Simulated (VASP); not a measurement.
GaAs: relaxation of cell and atoms with r2SCAN

The system is GaAs.

```
CELL_PARAMETERS angstrom
0.00000 2.82685 2.82685
2.82685 0.00000 2.82685
2.82685 2.82685 0.00000
ATOMIC_POSITIONS crystal
Ga 0.00000 0.00000 0.00000
As 0.25000 0.25000 0.25000
```

```yaml
Program: VASP 6.6.1
Task: relaxation of cell and atoms
Functional: r2SCAN
Potentials_or_basis: VASP PAW PBE potentials, release 64 (Ga_d, As)
Cutoff: 600 eV
k_mesh: 10 × 10 × 10
Occupations: gaussian, width 0.03 eV
Spin: no spin polarisation
Further_INCAR_settings: ALGO = Normal; EDIFF = 1e-06; IBRION = 2; EDIFFG = -0.01; NSW = 90; ISIF = 3
```

The relaxed volume is 22.78 Å³/atom, the relaxed cell is a = 4.009 Å, b = 4.009 Å, c = 4.009 Å, α = 60.00°, β = 60.00°, γ = 60.00° and the space group after relaxing (to 0.05 Å) is F-43m (No. 216). The energy gained by relaxing is 0.3 meV/atom, the ionic steps are 5 and the pressure after relaxing is 0.0 GPa. The band gap on the k mesh is 0.93 eV, direct.

Step by step:
```tsv
step	energy change (eV)	largest force (eV/Å)	pressure (GPa)	volume (Å³)
1	0.0000	0.0000	0.59	45.18
2	-0.0004	0.0000	-0.30	45.72
3	-0.0006	0.0000	0.14	45.52
4	-0.0006	0.0000	-0.09	45.58
5	-0.0006	0.0000	-0.05	45.56
```

Final structure:
```cif
data_structure
_symmetry_space_group_name_H-M 'P 1'
_symmetry_Int_Tables_number 1
_cell_length_a 4.0089
_cell_length_b 4.0089
_cell_length_c 4.0089
_cell_angle_alpha 60.000
_cell_angle_beta 60.000
_cell_angle_gamma 60.000
_cell_volume 45.56
loop_
_atom_site_label
_atom_site_type_symbol
_atom_site_fract_x
_atom_site_fract_y
_atom_site_fract_z
_atom_site_occupancy
Ga1 Ga 0.00000 0.00000 0.00000 1
As1 As 0.25000 0.25000 0.25000 1
```

Levels at points of the mesh, in eV from the valence-band top:
| k point | band 7 | band 8 | band 9 | band 10 | band 11 | band 12 |
| --- | --- | --- | --- | --- | --- | --- |
| (0.00, 0.00, 0.00) | 0.00 | 0.00 | 0.00 | 0.93 | 4.04 | 4.04 |
| (0.50, 0.00, 0.00) | -6.77 | -1.17 | -1.17 | 1.34 | 4.99 | 4.99 |
| (0.50, 0.50, 0.00) | -6.95 | -2.75 | -2.75 | 1.77 | 1.95 | 10.79 |

Wall time 2.2 min on 1 thread of Intel(R) Xeon(R) 6975P-C (Granite Rapids), with other jobs on the host, peak memory 0.22 GiB.

Caveat: the PAW data sets were made with another functional, which shifts forces and pressure a little. Zero-point motion and thermal expansion aren't in these numbers.
